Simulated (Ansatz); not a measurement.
CsH: course of a relaxation

Method: DFT r2SCAN, scalar-relativistic, plane waves, PAW (Ansatz). (500 eV cutoff, 6×6×4 k-mesh, Gaussian smearing of 0.02 eV, no spin polarisation)

What was changed: uniaxial strain along c, with a, b and atoms relaxed: +2.0 %.

Command:

```bash
ansatz run input.yaml --threads 1 --pin off --max-ram 2560MiB --backend cpu --events-out ev --progress --plain --runs-dir out
```

Input:

```yaml
crystal:
  lattice:
    - [3.17206, 3.17206, 0.0]
    - [-3.17206, 3.17206, 0.0]
    - [0.0, 0.0, 6.50352]
  atoms:
    - { symbol: Cs, position: [0.0, 0.0, 0.0] }
    - { symbol: Cs, position: [0.5, 0.5, 0.5] }
    - { symbol: H, position: [0.5, 0.5, 0.0] }
    - { symbol: H, position: [0.0, 0.0, 0.5] }
basis:
  ecutwfc: 500
kpoints:
  mp_grid: { grid: [6, 6, 4] }
hamiltonian:
  xc: r2scan
scf:
  occupations: { method: gaussian, width: 0.02 }
output:
  forces: true
  stress: true
  eigenvalues: true
relax:
  adjacent_minimum: "off"
  f_tol: 0.008
  max_steps: 40
  cell: { stress_tol: 0.015, fix: [c, angles] }
```

F is the free energy. Steps run on the plane waves of an earlier cell, but the last one, and at times one on the way, on a freshly chosen basis, so a repeated geometry can differ a little in energy. The held parts of the cell keep their stress, so P needn't end at zero.

Steps:

| step | F − F(1) (eV) | largest force component (eV/Å) | V (Å³/atom) | P (GPa) |
| --- | --- | --- | --- | --- |
| 1 | 0.0000 | 0.000 | 32.719 | -0.06 |
| 2 | -0.0002 | 0.000 | 32.853 | -0.10 |
| 3 | -0.0003 | 0.000 | 32.972 | -0.14 |
| 4 | -0.0003 | 0.000 | 32.972 | -0.14 |

Relaxed structure:

```yaml
crystal:
  lattice:
    - [3.18429, 3.18429, 0.00000]
    - [-3.18429, 3.18429, 0.00000]
    - [0.00000, 0.00000, 6.50352]
  atoms:
    - { symbol: Cs, position: [0.00000, 0.00000, 0.00000] }
    - { symbol: Cs, position: [0.50000, 0.50000, 0.50000] }
    - { symbol: H, position: [0.50000, 0.50000, 0.00000] }
    - { symbol: H, position: [0.00000, 0.00000, 0.50000] }
```

Symmetry: I4/mmm, No. 139, tetragonal system. The conventional cell has a = 4.503 Å, b = 4.503 Å, c = 6.504 Å, α = 90.00°, β = 90.00°, γ = 90.00°. Cs (site symmetry 4/mmm) is surrounded by 6 H at 3.18 to 3.25 Å. Around H (site symmetry 4/mmm) lie 6 Cs at 3.18 to 3.25 Å.

The run converged. The run took 66 s on 1 thread of Arm Neoverse N1, with other jobs on the host, peak memory 0.65 GiB.